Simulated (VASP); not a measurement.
Set up this calculation in VASP 6.6.1, as the native input.

- Task: single point
- Functional: PBE
- Potentials or basis: VASP PAW PBE potentials, release 64 (Ga_d, O)
- Cutoff: 520 eV
- k mesh: 12 × 12 × 12
- Occupations: fermi-dirac, width 0.15 eV
- Spin: no spin polarisation
- Dipole correction: no
- Further INCAR settings: ALGO = Normal; EDIFF = 1e-07; NBANDS = 23

The structure of Ga2O lies in POSCAR:

```
Ga2O
1.0
    0.0000000000      2.9785093800      2.9785093800
    2.9785093800      0.0000000000      2.9785093800
    2.9785093800      2.9785093800      0.0000000000
Ga O
2 1
Direct
    0.2500000000      0.2500000000      0.2500000000
    0.7500000000      0.7500000000      0.7500000000
    0.0000000000      0.0000000000      0.0000000000
```

The cell comes from a database or a generator and needn't be the stable form of this composition.

The input as run:

INCAR

```
PREC = Accurate
ENCUT = 520
EDIFF = 1E-7
ISMEAR = -1
SIGMA = 0.15
LREAL = F
LASPH = T
NELM = 100
ALGO = Normal
ISIF = 2
LWAVE = F
LCHARG = F
GGA = PE
NBANDS = 23
```

KPOINTS

```
regular mesh
0
Gamma
  12 12 12
```

Potentials or basis: VASP PAW PBE potentials, release 64 (Ga_d, O).

Run with:

```console
$ cat potpaw_PBE.64/Ga_d/POTCAR potpaw_PBE.64/O/POTCAR > POTCAR
$ mpirun -np 1 vasp_std > vasp.out
```

It gave:

```yaml
Pressure: 0.0 GPa
Band_gap_on_the_k_mesh: none (metal or under the smearing width)
```

Run time: 44 s on 1 thread of Intel(R) Xeon(R) Platinum 8488C (Sapphire Rapids) (shared host), peak memory 0.21 GiB.
